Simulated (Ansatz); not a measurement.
RuO₂ (rutile, P4_2/mnm) at seven volumes, DFT-r²SCAN in the program Ansatz with PAW potentials, shape and atoms relaxed at each. One row is withheld.

```csv
V (Å³/atom),P (GPa)
9.456,32.76
9.768,19.99
10.079,?
10.391,0.00
10.703,-7.75
11.014,-14.28
11.326,-19.73
```

Fit the shown pressures and predict the withheld one.

P = (3/2)B₀(x^(7/2) − x^(5/2))[1 + (3/4)(B′ − 4)(x − 1)] with x = (V₀/V)^(2/3). Least squares on the six rows gives V₀ = 10.391 Å³/atom, B₀ = 280 GPa, B′ = 4.61. At V = 10.079, x = 1.0205 and P = 9.16 GPa. The run itself gave 9.17 GPa.

The cell was relaxed with r²SCAN under the symmetry of its start; of distortions, only those at the zone centre were tested. No spin polarisation was allowed.

Potentials: the later of the program's two PAW sets.
